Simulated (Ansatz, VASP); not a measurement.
# Ta4HN4 (H on TaN(001)) in two plane-wave programs

Aim: how closely do two programs agree when they are given the same cell, functional and k mesh? The structure shown is the end of the VASP relaxation below.

Method: plane waves, with VASP 6.6.1 beside it; single point at PBEsol, in Ansatz 0.2.0.

## Step 1: The structure

The cell holds 36 atoms: 16 Ta, 16 N and 4 H. Its edges and angles: a = 6.194 Å, b = 6.194 Å, c = 24.320 Å, α = 90.0°, β = 90.0°, γ = 90.0°. It derives from TaN. Vacuum lies along c.

Coordinates:

```cif
data_structure
_symmetry_space_group_name_H-M 'P 1'
_symmetry_Int_Tables_number 1
_cell_length_a 6.1943
_cell_length_b 6.1943
_cell_length_c 24.3200
_cell_angle_alpha 90.000
_cell_angle_beta 90.000
_cell_angle_gamma 90.000
_cell_volume 933.13
loop_
_atom_site_label
_atom_site_type_symbol
_atom_site_fract_x
_atom_site_fract_y
_atom_site_fract_z
_atom_site_occupancy
Ta1 Ta 0.00000 0.00000 0.32895 1
Ta2 Ta 0.00000 0.50000 0.32895 1
Ta3 Ta 0.50000 0.00000 0.32895 1
Ta4 Ta 0.50000 0.50000 0.32895 1
Ta5 Ta 0.25000 0.25000 0.41900 1
Ta6 Ta 0.25000 0.75000 0.41900 1
Ta7 Ta 0.75000 0.25000 0.41900 1
Ta8 Ta 0.75000 0.75000 0.41900 1
Ta9 Ta 0.00000 0.00000 0.51849 1
Ta10 Ta 0.00000 0.50000 0.51849 1
Ta11 Ta 0.50000 0.00000 0.51849 1
Ta12 Ta 0.50000 0.50000 0.51849 1
Ta13 Ta 0.25000 0.25000 0.60582 1
Ta14 Ta 0.25000 0.75000 0.60582 1
Ta15 Ta 0.75000 0.25000 0.60582 1
Ta16 Ta 0.75000 0.75000 0.60582 1
N17 N 0.25000 0.25000 0.32895 1
N18 N 0.25000 0.75000 0.32895 1
N19 N 0.75000 0.25000 0.32895 1
N20 N 0.75000 0.75000 0.32895 1
N21 N 0.00000 0.00000 0.41900 1
N22 N 0.00000 0.50000 0.41900 1
N23 N 0.50000 0.00000 0.41900 1
N24 N 0.50000 0.50000 0.41900 1
N25 N 0.25000 0.25000 0.50792 1
N26 N 0.25000 0.75000 0.50792 1
N27 N 0.75000 0.25000 0.50792 1
N28 N 0.75000 0.75000 0.50792 1
N29 N 0.00000 0.00000 0.60868 1
N30 N 0.00000 0.50000 0.60868 1
N31 N 0.50000 0.00000 0.60868 1
N32 N 0.50000 0.50000 0.60868 1
H33 H 0.25000 0.25000 0.67784 1
H34 H 0.25000 0.75000 0.67784 1
H35 H 0.75000 0.25000 0.67784 1
H36 H 0.75000 0.75000 0.67784 1
```

## Step 2: VASP: relaxation, PBEsol

This run makes the geometry at which the two programs are then compared.

Lines of VASP's logs that name or quote its potential files are left out, and so is its time.

INCAR

```
SYSTEM = Ta4HN4
PREC = Normal
ENCUT = 400
EDIFF = 1E-05
NELM = 120
ISMEAR = 1
SIGMA = 0.1
LREAL = Auto
ALGO = Fast
GGA = PS
NBANDS = 160
LASPH = .TRUE.
LORBIT = 11
LWAVE = .FALSE.
LCHARG = .FALSE.
KPAR = 4
NCORE = 2
IBRION = 2
NSW = 80
ISIF = 2
EDIFFG = -0.04
POTIM = 0.4
MAXMIX = 40
IDIPOL = 3
LDIPOL = .TRUE.
DIPOL = 0.5 0.5 0.487
ISYM = 2
```

POSCAR

```
Ta4HN4
1.0
    6.1942554030      0.0000000000      0.0000000000
    0.0000000000      6.1942554030      0.0000000000
    0.0000000000      0.0000000000     24.3200000000
Ta N H
16 16 4
Selective dynamics
Direct
    0.0000000000      0.0000000000      0.3289473680  F F F
    0.0000000000      0.5000000000      0.3289473680  F F F
    0.5000000000      0.0000000000      0.3289473680  F F F
    0.5000000000      0.5000000000      0.3289473680  F F F
    0.2500000000      0.2500000000      0.4189967110  F F F
    0.2500000000      0.7500000000      0.4189967110  F F F
    0.7500000000      0.2500000000      0.4189967110  F F F
    0.7500000000      0.7500000000      0.4189967110  F F F
    0.0000000000      0.0000000000      0.5090460530  T T T
    0.0000000000      0.5000000000      0.5090460530  T T T
    0.5000000000      0.0000000000      0.5090460530  T T T
    0.5000000000      0.5000000000      0.5090460530  T T T
    0.2500000000      0.2500000000      0.5990953950  T T T
    0.2500000000      0.7500000000      0.5990953950  T T T
    0.7500000000      0.2500000000      0.5990953950  T T T
    0.7500000000      0.7500000000      0.5990953950  T T T
    0.2500000000      0.2500000000      0.3289473680  F F F
    0.2500000000      0.7500000000      0.3289473680  F F F
    0.7500000000      0.2500000000      0.3289473680  F F F
    0.7500000000      0.7500000000      0.3289473680  F F F
    0.0000000000      0.0000000000      0.4189967110  F F F
    0.0000000000      0.5000000000      0.4189967110  F F F
    0.5000000000      0.0000000000      0.4189967110  F F F
    0.5000000000      0.5000000000      0.4189967110  F F F
    0.2500000000      0.2500000000      0.5090460530  T T T
    0.2500000000      0.7500000000      0.5090460530  T T T
    0.7500000000      0.2500000000      0.5090460530  T T T
    0.7500000000      0.7500000000      0.5090460530  T T T
    0.0000000000      0.0000000000      0.5990953950  T T T
    0.0000000000      0.5000000000      0.5990953950  T T T
    0.5000000000      0.0000000000      0.5990953950  T T T
    0.5000000000      0.5000000000      0.5990953950  T T T
    0.2500000000      0.2500000000      0.6710526320  T T T
    0.2500000000      0.7500000000      0.6710526320  T T T
    0.7500000000      0.2500000000      0.6710526320  T T T
    0.7500000000      0.7500000000      0.6710526320  T T T
```

KPOINTS

```
Automatic mesh
0
Gamma
4 4 1
0 0 0
```

Potentials, in the order of the species: Ta_pv, N and H (PBE family, release 64).

Run with:

```console
$ mpirun -np 8 vasp_std
```

Numbers of over 12 decimals in the logs are rounded to 6 here.

Output:

```text
[banner, memory and clock lines left out]
running    8 mpi-ranks, on    1 nodes
[...]
|                                                                             |
|               ----> ADVICE to this user running VASP <----                  |
|                                                                             |
|     You enforced a specific xc type in the INCAR file but a different       |
|     [... a line on the potential file left out ...]
|     I HOPE YOU KNOW WHAT YOU ARE DOING!                                     |
|                                                                             |

 LDA part: xc-table for (Slater+PW92), standard interpolation
 POSCAR, INCAR and KPOINTS ok, starting setup
[...]
entering main loop
       N       E                     dE             d eps       ncg     rms          rms(c)
DAV:   1     0.222952916355E+04    0.22295E+04   -0.12671E+05  2288   0.121E+03
DAV:   2    -0.229320696042E+03   -0.24588E+04   -0.24043E+04  2288   0.375E+02
DAV:   3    -0.418853917042E+03   -0.18953E+03   -0.18570E+03  2360   0.989E+01
DAV:   4    -0.427906321691E+03   -0.90524E+01   -0.89306E+01  2464   0.199E+01
[...]
RMM:  26    -0.377095831042E+03   -0.61201E-04   -0.74434E-05  1012   0.443E-03    0.183E-03
RMM:  27    -0.377095843186E+03   -0.12144E-04   -0.39530E-05   719   0.295E-03    0.952E-04
RMM:  28    -0.377095850127E+03   -0.69411E-05   -0.20215E-05   595   0.238E-03
   1 F= -.37709585E+03 E0= -.37708526E+03  d E =-.377096E+03
[... from here on, the cycles between the ionic steps are left out ...]
   7 F= -.37793227E+03 E0= -.37793077E+03  d E =-.966565E-01
   8 F= -.37795590E+03 E0= -.37795393E+03  d E =-.120277E+00
   9 F= -.37799392E+03 E0= -.37799162E+03  d E =-.380231E-01
  10 F= -.37803138E+03 E0= -.37802857E+03  d E =-.754814E-01
  11 F= -.37805442E+03 E0= -.37805045E+03  d E =-.230475E-01
  12 F= -.37805622E+03 E0= -.37805177E+03  d E =-.248451E-01
  13 F= -.37805739E+03 E0= -.37805296E+03  d E =-.116688E-02
  14 F= -.37805974E+03 E0= -.37805530E+03  d E =-.352296E-02
[...]
reached required accuracy - stopping structural energy minimisation
```

OUTCAR, selected parts (step 2):

```text
  Total      -52.1557368    -52.1557368    -12.9553424      0.0000000      0.0000000      0.0000000
  in kB      -89.5510908    -89.5510908    -22.2442460      0.0000000      0.0000000      0.0000000
  external PRESSURE =     -67.1154758 kB  Pullay stress =       0.0000000 kB

 POSITION                                       TOTAL-FORCE (eV/Angst)
 -----------------------------------------------------------------------------------
      0.00000      0.00000      8.00000         0.000000     -0.000000      2.503004
      0.00000      3.09713      8.00000         0.000000      0.000000      2.503004
      3.09713      0.00000      8.00000         0.000000     -0.000000      2.503004
      3.09713      3.09713      8.00000         0.000000      0.000000      2.503004
      1.54856      1.54856     10.19000        -0.000000      0.000000     -0.624014
      1.54856      4.64569     10.19000        -0.000000      0.000000     -0.624014
      4.64569      1.54856     10.19000        -0.000000      0.000000     -0.624014
      4.64569      4.64569     10.19000        -0.000000      0.000000     -0.624014
      0.00000      0.00000     12.60972        -0.000000     -0.000000     -0.008128
      0.00000      3.09713     12.60972         0.000000     -0.000000     -0.008128
      3.09713      0.00000     12.60972         0.000000     -0.000000     -0.008128
      3.09713      3.09713     12.60972         0.000000     -0.000000     -0.008128
      1.54856      1.54856     14.73347         0.000000     -0.000000     -0.013907
      1.54856      4.64569     14.73347         0.000000      0.000000     -0.013907
[...]
-----------------------------------------------------------------------------------
    total drift:                                0.000000      0.000000     -0.058173

  FREE ENERGIE OF THE ION-ELECTRON SYSTEM (eV)
  ---------------------------------------------------
  free  energy   TOTEN  =      -378.0597448186 eV

  energy  without entropy=     -378.0464161883  energy(sigma->0) =     -378.05530194

 reached required accuracy - stopping structural energy minimisation

[... 3 further parts left out ...]
[key lines of the parts left out:]
E-fermi :   0.2497
```

The run keeps the 8 symmetry operations of its start, so it cannot find a distortion of lower symmetry.

(Part 1 of 2 ends here.)

[Lines on the potential files, build, host, timing and source positions are cut from VASP's logs without a mark.]

[Logs are printed without paths, hosts, clocks, repeated set-up lines and the standing remarks that a program may print on its own settings, such as how far it seeks lower states.]

[Hosts, paths, dates, database ids (printed as entryN), source tags and the programs' standing remarks are cut or masked in the printed files.]
